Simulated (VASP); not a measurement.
# Re (P6_3/mmc) in VASP: further runs

One crystal, Re, is run at these levels: PBE, PBE+D3(BJ); tasks: relaxation of cell and atoms.

Everything below comes from runs of VASP 6.6.1. Logs are shortened: lines on timing, memory, paths and dates and some standing lists are left out, and cuts for length are marked.

## Step 1: The crystal as given

Symmetry: P6_3/mmc, No. 194, hexagonal system. The conventional cell has a = 2.771 Å, b = 2.771 Å, c = 4.490 Å, α = 90.00°, β = 90.00°, γ = 120.00°. Re (site symmetry -6m2) has 12 Re at 2.76 to 2.77 Å as nearest neighbours.

## Step 2: Relaxation of cell and atoms, PBE

File INCAR:

```
SYSTEM = Re
  PREC = Accurate
  ENCUT = 600
  EDIFF = 1E-7
  ISMEAR = 1
  SIGMA = 0.1
  LREAL = .False.
  LASPH = .True.
  NELM = 80
  ALGO = Normal
  ISIF = 3
  LWAVE = .False.
  LCHARG = .False.
  GGA = PE
  IBRION = 2
  NSW = 90
  EDIFFG = -0.005
  KPAR = 2
```

File KPOINTS:

```
Automatic mesh
0
Gamma
  15 15 8
  0 0 0
```

File POSCAR:

```
Re                                      
1.0
    2.7711871531      0.0000000000      0.0000000000
   -1.3855935766      2.3999184733     -0.0000000000
    0.0000000000     -0.0000000000      4.4902318042
  Re            
     2
Direct
     0.3333333332999970    0.6666666667000030    0.2500000000000000
     0.6666666667000030    0.3333333332999970    0.7500000000000000
```

Potentials or basis: VASP PAW PBE potentials, release 64 (Re).

On the command line:

```
cat potpaw_PBE.64/Re/POTCAR > POTCAR
mpirun -np 2 vasp_std > vasp.out
```

OUTCAR:

```text
SYSTEM = Re
   PREC = Accurate
   ENCUT = 600
   EDIFF = 1E-7
   ISMEAR = 1
   LREAL = .False.
   LASPH = .True.
   NELM = 80
   ISIF = 3
   GGA = PE
   IBRION = 2
   NSW = 90
   EDIFFG = -0.005

 ion  position               nearest neighbor table
   1  0.333  0.667  0.250-   2 2.76   2 2.76   2 2.76   2 2.76   2 2.76   2 2.76
   2  0.667  0.333  0.750-   1 2.76   1 2.76   1 2.76   1 2.76   1 2.76   1 2.76

  LATTYP: Found a hexagonal cell.
 ALAT       =     2.7711871531
 C/A-ratio  =     1.6203278798

  Lattice vectors:

 A1 = (   2.7711871531,   0.0000000000,   0.0000000000)
 A2 = (  -1.3855935766,   2.3999184733,   0.0000000000)
 A3 = (   0.0000000000,   0.0000000000,   4.4902318042)

Analysis of symmetry for initial positions (statically):
=====================================================================
 Subroutine PRICEL returns:
 Original cell was already a primitive cell.

 Routine SETGRP: Setting up the symmetry group for a
 hexagonal supercell.

 Subroutine GETGRP returns: Found 24 space group operations
 (whereof 12 operations were pure point group operations)
 out of a pool of 24 trial point group operations.

The static configuration has the point symmetry D_3d.
 The point group associated with its full space group is D_6h.

Analysis of symmetry for dynamics (positions and initial velocities):
=====================================================================
 Subroutine PRICEL returns:
 Original cell was already a primitive cell.

 Routine SETGRP: Setting up the symmetry group for a
 hexagonal supercell.

 Subroutine GETGRP returns: Found 24 space group operations
 (whereof 12 operations were pure point group operations)
 out of a pool of 24 trial point group operations.

The dynamic configuration has the point symmetry D_3d.
 The point group associated with its full space group is D_6h.

 Subroutine INISYM returns: Found 24 space group operations
 (whereof 12 operations are pure point group operations),
 and found     1 'primitive' translations

----------------------------------------------------------------------------------------

                                     Primitive cell

  volume of cell :      29.8628

  direct lattice vectors                    reciprocal lattice vectors
     2.771187153  0.000000000  0.000000000     0.360856176  0.208340411  0.000000000
    -1.385593577  2.399918473  0.000000000     0.000000000  0.416680821  0.000000000
     0.000000000  0.000000000  4.490231804     0.000000000  0.000000000  0.222705652

  length of vectors
     2.771187153  2.771187153  4.490231804     0.416680821  0.416680821  0.222705652

  position of ions in fractional coordinates (direct lattice)
     0.333333333  0.666666667  0.250000000
     0.666666667  0.333333333  0.750000000

  ion indices of the primitive-cell ions
   primitive index   ion index
                 1           1
                 2           2

----------------------------------------------------------------------------------------

 KPOINTS: Automatic mesh

Automatic generation of k-mesh.
 Grid dimensions read from file:
 generate k-points for:   15   15    8

 Generating k-lattice:

  Cartesian coordinates                     Fractional coordinates (reciprocal lattice)
     0.024057078  0.013889361  0.000000000     0.066666667 -0.000000000  0.000000000
     0.000000000  0.027778721  0.000000000     0.000000000  0.066666667  0.000000000
     0.000000000  0.000000000  0.027838206     0.000000000  0.000000000  0.125000000

  Length of vectors
     0.027778721  0.027778721  0.027838206

  Shift w.r.t. Gamma in fractional coordinates (k-lattice)
     0.000000000  0.000000000  0.000000000

 Subroutine IBZKPT returns following result:
 ===========================================

 Found    135 irreducible k-points:

 Following reciprocal coordinates:
            Coordinates               Weight
  0.000000  0.000000  0.000000      1.000000
  0.066667 -0.000000  0.000000      6.000000
  0.133333 -0.000000  0.000000      6.000000
  0.200000 -0.000000  0.000000      6.000000
  0.266667 -0.000000  0.000000      6.000000
  0.333333  0.000000  0.000000      6.000000
[... 16 lines left out ...]
  0.333333  0.200000  0.000000     12.000000
  0.400000  0.200000  0.000000      6.000000
 [... further k-points ...]
   k-points           NKPTS =    135   k-points in BZ     NKDIM =    135   number of bands    NBANDS=     11
   number of dos      NEDOS =    301   number of ions     NIONS =      2
   total plane-waves  NPLWV =  20736
   dimension x,y,z NGX =    24 NGY =   24 NGZ =   36
   dimension x,y,z NGXF=    48 NGYF=   48 NGZF=   72
   ions per type =               2
   NGX,Y,Z   is equivalent  to a cutoff of  14.40, 14.40, 13.33 a.u.
   NGXF,Y,Z  is equivalent  to a cutoff of  28.80, 28.80, 26.66 a.u.
 SYSTEM =  Re
   PREC   = accura    normal or accurate (medium, high low for compatibility)
   ISTART =      0    job   : 0-new  1-cont  2-samecut
   ICHARG =      2    charge: 1-file 2-atom 10-const
   ISPIN  =      1    spin polarized calculation?
   LNONCOLLINEAR =      F non collinear calculations
   LSORBIT =      F    spin-orbit coupling
   LASPH  =      T    aspherical Exc in radial PAW
   ENCUT  =  600.0 eV  44.10 Ry    6.64 a.u.   5.53  5.53  8.97*2*pi/ulx,y,z
   NELM   =     80;   NELMIN=  2; NELMDL= -5     # of ELM steps
   EDIFF  = 0.1E-06   stopping-criterion for ELM
   LREAL  =      F    real-space projection
   EDIFFG = -.5E-02   stopping-criterion for IOM
   NSW    =     90    number of steps for IOM
   IBRION =      2    ionic relax: 0-MD 1-quasi-New 2-CG
   NFREE  =      1    steps in history (QN), initial steepest desc. (CG)
   ISIF   =      3    stress and relaxation
   ISYM   =      2    0-nonsym 1-usesym 2-fastsym
   POTIM  = 0.5000    time-step for ionic-motion
   TEBEG  =    0.0;   TEEND  =   0.0 temperature during run
   PSTRESS=    0.0 pullay stress
   NELECT =      14.0000    total number of electrons
   NUPDOWN=      -1.0000    fix difference up-down
   EMIN   =  10.00;   EMAX   =-10.00  energy-range for DOS
   EFERMI =   0.00;   METHOD = LEGACY
   ISMEAR =     1;   SIGMA  =   0.10  broadening in eV -4-tet -1-fermi 0-gaus
   EFERMI_NEDOS =   21; number of points for ismear=-14 and -15
   IALGO  =     38    algorithm
   IMIX   =      4    mixing-type and parameters
     AMIX     =   0.40;   BMIX     =  1.00
     AMIX_MAG =   1.60;   BMIX_MAG =  1.00
  volume/ion in A,a.u.               =      14.93       100.76
  Fermi-wavevector in a.u.,A,eV,Ry     =   1.271766  2.403289 22.005903  1.617388
  Thomas-Fermi vector in A             =   2.404681
   LORBIT       =      0    0 simple, 1 ext, 2 COOP (PROOUT), +10 PAW based schemes
   GGA     = PE    functional components
   LHFCALC =     F    Hartree Fock is set to
   AEXX    =    0.0000 exact exchange contribution
   IVDW    =     0    specifies the selected vdW correction
   LEPSILON=     F    determine dielectric tensor
   LRPA    =     F    only Hartree local field effects (RPA)
 conjugate gradient relaxation of ions
 non-spin polarized calculation
 Methfessel and Paxton  Order N= 1 SIGMA  =   0.10
  energy-cutoff  :      600.00
  volume of cell :       29.86
 maximum number of plane-waves:      1026
 NGX is ok and might be reduce to    24
   NGX = 11   NGY = 11   NGZ = 17

 number of electron      14.0000000 magnetization

 Free energy of the ion-electron system (eV)
  ---------------------------------------------------
  ext. energy  EPLUGINS =         0.00000000
  ---------------------------------------------------
  free energy    TOTEN  =       -24.85601141 eV

  energy without entropy =      -24.85689988  energy(sigma->0) =      -24.85630757

 E-fermi :   7.6797     XC(G=0): -13.6500

 val. band max:        7.6784473020   @ k =   0.2000   0.1333   0.5000
 cond. band min:       7.6943045147   @ k =   0.1333   0.0667   0.0000
 fundamental gap:      0.0158572127
 Fermi energy:         7.6796535165

 k-point     1 :       0.0000    0.0000    0.0000
  band No.  band energies     occupation
      1      -2.0600      2.00000
      2       1.1846      2.00000
      3       6.1207      2.00000
      4       6.1710      2.00000
      5       6.1710      2.00000
      6       6.9782      2.00000
      7       6.9782      2.00000
      8       7.9194     -0.00362
      9       7.9194     -0.00362
     10       8.2546     -0.00000
     11      11.0002      0.00000

 k-point     2 :       0.0667   -0.0000    0.0000
  band No.  band energies     occupation
      1      -1.8804      2.00000
      2       1.3540      2.00000
      3       5.7179      2.00000
      4       6.3351      2.00000
      5       6.5139      2.00000
      6       6.8521      2.00000
      7       7.1333      2.00000
      8       7.4802      2.01625
      9       7.7818     -0.05438
     10       7.9261     -0.00271
     11      11.0944      0.00000

 k-point     3 :       0.1333   -0.0000    0.0000
  band No.  band energies     occupation
      1      -1.3638      2.00000
      2       1.8143      2.00000
      3       5.2139      2.00000
      4       6.3208      2.00000
      5       6.4688      2.00000
      6       6.8192      2.00000
      7       7.0063      2.00000
      8       7.4373      2.00324
      9       7.5888      2.02573
     10       7.6572      1.36961
     11      11.3035      0.00000

 k-point     4 :       0.2000   -0.0000    0.0000
  band No.  band energies     occupation
      1      -0.5811      2.00000
      2       2.3676      2.00000
      3       4.8060      2.00000
      4       5.1713      2.00000
      5       6.0931      2.00000
      6       7.0087      2.00000
      7       7.3235      2.00001
      8       7.5964      1.99584
      9       7.6332      1.69978
     10       8.3131     -0.00000
     11      11.5327      0.00000

 k-point     5 :       0.2667   -0.0000    0.0000
  band No.  band energies     occupation
      1       0.3304      2.00000
      2       2.5887      2.00000
      3       4.1792      2.00000
      4       4.8031      2.00000
      5       5.9452      2.00000
      6       6.5892      2.00000
      7       6.9780      2.00000
      8       8.5164     -0.00000
      9       8.6137     -0.00000
     10       9.2464     -0.00000
     11      11.7185      0.00000
[... 211 lines left out ...]
 k-point    21 :       0.2000    0.2000    0.0000
  band No.  band energies     occupation
      1       1.6968      2.00000
      2       3.4533      2.00000
      3       3.5766      2.00000
      4       3.7849      2.00000
      5       5.5735      2.00000
      6       6.2113      2.00000
      7       6.9878      2.00000
      8       8.5352     -0.00000
      9      10.3565      0.00000
     10      11.4363      0.00000
     11      11.4418      0.00000

 k-point    22 :       0.2667    0.2000    0.0000
  band No.  band energies     occupation
      1       2.4743      2.00000
      2       3.0090      2.00000
      3       3.3383      2.00000
      4       4.1732      2.00000
      5       5.4227      2.00000
      6       6.5976      2.00000
      7       6.6798      2.00000
      8       9.1871     -0.00000
      9      11.1209      0.00000
     10      11.3793      0.00000
     11      12.7042      0.00000

 k-point    23 :       0.3333    0.2000    0.0000
  band No.  band energies     occupation
      1       2.7217      2.00000
      2       2.8708      2.00000
      3       3.1017      2.00000
      4       4.7397      2.00000
      5       5.4400      2.00000
      6       6.2224      2.00000
      7       7.1659      2.00000
      8      10.0225      0.00000
      9      11.3364      0.00000
     10      11.3995      0.00000
     11      13.7253      0.00000

 k-point    24 :       0.4000    0.2000    0.0000
  band No.  band energies     occupation
      1       2.6226      2.00000
      2       2.9714      2.00000
      3       3.0147      2.00000
      4       5.0223      2.00000
      5       5.5022      2.00000
      6       6.0355      2.00000
      7       7.3621      2.00007
      8      10.6091      0.00000
      9      11.3145      0.00000
     10      11.3209      0.00000
     11      14.2454      0.00000

 [... further k-points ...]

------------------------ aborting loop because EDIFF is reached ----------------------------------------

  FORCE on cell =-STRESS in cart. coord.  units (eV):
  Direction    XX          YY          ZZ          XY          YZ          ZX
  --------------------------------------------------------------------------------------
  -------------------------------------------------------------------------------------
  Total        0.0071498      0.0071498      0.0058808     -0.0000000      0.0000000      0.0000000
  in kB        0.3835953      0.3835953      0.3155136     -0.0000000      0.0000000      0.0000000
  external PRESSURE =       0.3609014 kB  Pullay stress =       0.0000000 kB

 VOLUME and BASIS-vectors are now :
 -----------------------------------------------------------------------------
  energy-cutoff  :      600.00
  volume of cell :       29.86
      direct lattice vectors                 reciprocal lattice vectors
     2.771187153  0.000000000  0.000000000     0.360856176  0.208340411  0.000000000
    -1.385593577  2.399918473  0.000000000     0.000000000  0.416680821  0.000000000
     0.000000000  0.000000000  4.490231804     0.000000000  0.000000000  0.222705652

 POSITION                                       TOTAL-FORCE (eV/Angst)
 -----------------------------------------------------------------------------------
     -0.00000      1.59995      1.12256        -0.000000     -0.000000      0.000000
      1.38559      0.79997      3.36767         0.000000      0.000000      0.000000
 -----------------------------------------------------------------------------------
    total drift:                               -0.000000      0.000000     -0.000000

  FREE ENERGIE OF THE ION-ELECTRON SYSTEM (eV)
  ---------------------------------------------------
  free  energy   TOTEN  =       -24.8560114129 eV

  energy  without entropy=      -24.8568998771  energy(sigma->0) =      -24.85630757

 reached required accuracy - stopping structural energy minimisation
```

It took 14 s on 2 MPI ranks of Intel Xeon Platinum 8488C (Sapphire Rapids), shared host; peak memory 0.18 GiB.

Results:

- Free energy: -24.8560 eV
- Pressure after relaxing: 0.0 GPa
- Band gap on the k mesh: none (metal or under the smearing width)

Final structure:
```
CELL_PARAMETERS angstrom
2.77119 0.00000 0.00000
-1.38559 2.39992 0.00000
0.00000 0.00000 4.49023
ATOMIC_POSITIONS crystal
Re 0.33333 0.66667 0.25000
Re 0.66667 0.33333 0.75000
```

Levels at points of the mesh, in eV from the Fermi level:
```tsv
k point	band 4	band 5	band 6	band 7	band 8	band 9	band 10	band 11
(0.00, 0.00, 0.00)	-1.51	-1.51	-0.70	-0.70	0.24	0.24	0.57	3.32
(0.00, 0.00, 0.50)	-2.34	-1.63	-1.63	-1.63	-1.63	2.51	2.51	2.51
```

Caveat: the relaxation stopped at its first step, so nothing moved. The run has no spin-orbit coupling, so splittings on Re are missing.

## Step 3: Relaxation of cell and atoms, PBE+D3(BJ)

This run uses another cell than the first one, of 14.71 Å³/atom, 0.985 times its volume.

File INCAR:

```
ALGO = Normal
EDIFF = 1E-6
EDIFFG = -0.01
ENCUT = 600
GGA = PE
IBRION = 2
ISIF = 3
ISMEAR = 1
IVDW = 12
LASPH = True
LCHARG = False
LREAL = False
LWAVE = False
NELM = 80
NSW = 90
PREC = Accurate
SIGMA = 0.1
```

File KPOINTS:

```
k-points
0
Gamma
  15 15 8
```

File POSCAR:

```
Re
1.0
    2.7608000000      0.0000000000      0.0000000000
   -1.3804000000      2.3909229348      0.0000000000
    0.0000000000      0.0000000000      4.4582000000
Re
2
Direct
    0.3333333333      0.6666666667      0.2500000000
    0.6666666667      0.3333333333      0.7500000000
```

Potentials or basis: VASP PAW PBE potentials, release 64 (Re).

On the command line:

```
cat potpaw_PBE.64/Re/POTCAR > POTCAR
mpirun -np 1 vasp_std > vasp.out
```

Wall time 79 s (1 thread of Intel Xeon 6975P-C (Granite Rapids), shared host); peak memory 0.2 GiB.

It converged, with:

```
Free energy                            : -26.1596 eV
Relaxed volume                         : 14.65 Å³/atom
Relaxed cell                           : a = 2.754 Å, b = 2.754 Å, c = 4.462 Å, α = 90.00°, β = 90.00°, γ = 120.00°
Space group after relaxing (to 0.05 Å) : P6_3/mmc (No. 194)
Energy gained by relaxing              : 0.5 meV/atom
Ionic steps                            : 6
Pressure after relaxing                : 0.1 GPa
Band gap on the k mesh                 : none (metal or under the smearing width)
Dispersion energy per atom             : -0.658 eV
```

The path:
| step | energy change (eV) | largest force (eV/Å) | pressure (GPa) | volume (Å³) |
| --- | --- | --- | --- | --- |
| 1 | 0.0000 | 0.0000 | -1.60 | 29.43 |
| 2 | 0.0103 | 0.0000 | 7.09 | 28.80 |
| 3 | -0.0009 | 0.0000 | 0.18 | 29.29 |
| 4 | -0.0009 | 0.0000 | 0.23 | 29.29 |
| 5 | -0.0008 | 0.0000 | -0.17 | 29.32 |
| 6 | -0.0010 | 0.0000 | 0.06 | 29.30 |

Final structure:
```
Re
1.0
     2.75368    0.00000    0.00000
    -1.37684    2.38476    0.00000
     0.00000    0.00000    4.46193
Re
2
Direct
  0.33333 0.66667 0.25000
  0.66667 0.33333 0.75000
```

Levels at points of the mesh, in eV from the Fermi level:
```csv
k point,band 5,band 6,band 7,band 8,band 9,band 10
"(0.00, 0.00, 0.00)",-1.56,-0.72,-0.72,0.24,0.24,0.61
"(0.00, 0.00, 0.50)",-1.68,-1.68,-1.68,-1.68,2.59,2.59
```

Caveat: pairwise dispersion overbinds metals, which lowers pressure and volume. Spin-orbit coupling is left out, which matters for the levels of Re.
